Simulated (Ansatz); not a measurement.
Crystal: MoP.

```
Mo P
1.0
     3.22300    0.00000    0.00000
    -1.61150    2.79120    0.00000
     0.00000    0.00000    3.19100
Mo P
1 1
Cartesian
  0.0000 0.0000 0.0000
  0.0000 1.8608 1.5955
```

```yaml
Program: Ansatz 0.2.0
Task: relaxation of cell and atoms
Functional: RPBE
Dispersion: D3(BJ)
Potentials_or_basis: Ansatz PAW
Cutoff: "420 eV (not typed: the program's choice for these potentials)"
k_mesh: 10 × 10 × 8
Occupations: fermi-dirac, width 0.05 eV
Spin: no spin polarisation
```

At the start: volume 14.35 Å³/atom.

Q: How do energy, volume and symmetry change on relaxing?

A: It ends after 6 steps and the volume is 12.45 Å³/atom (-13.3 %); space group P-6m2 (No. 187, to 0.05 Å).

The path:
```tsv
step	energy change (eV)	largest force (eV/Å)	volume (Å³)
1	0.0000	0.0000	28.71
2	-0.4403	0.0000	25.36
3	-0.4485	0.0000	24.74
4	-0.4508	0.0000	24.90
5	-0.4509	0.0000	24.89
6	-0.4497	0.0000	24.89
```

Final structure:
```xyz
2
Lattice="3.0330 0.0000 0.0000 -1.5165 2.6266 0.0000 0.0000 0.0000 3.1247" Properties=species:S:1:pos:R:3 pbc="T T T"
Mo    0.0000    0.0000    0.0000
P     0.0000    1.7511    1.5624
```

Caveat: the plane-wave basis is chosen anew once the cell has moved, so the energies of steps on either side of that aren't comparable; the volume moved by -13 % from the deposited cell, more than functionals usually miss; the PAW data sets come from PBE, with cores solved anew for the run's functional, which leaves a small shift of forces and pressure.
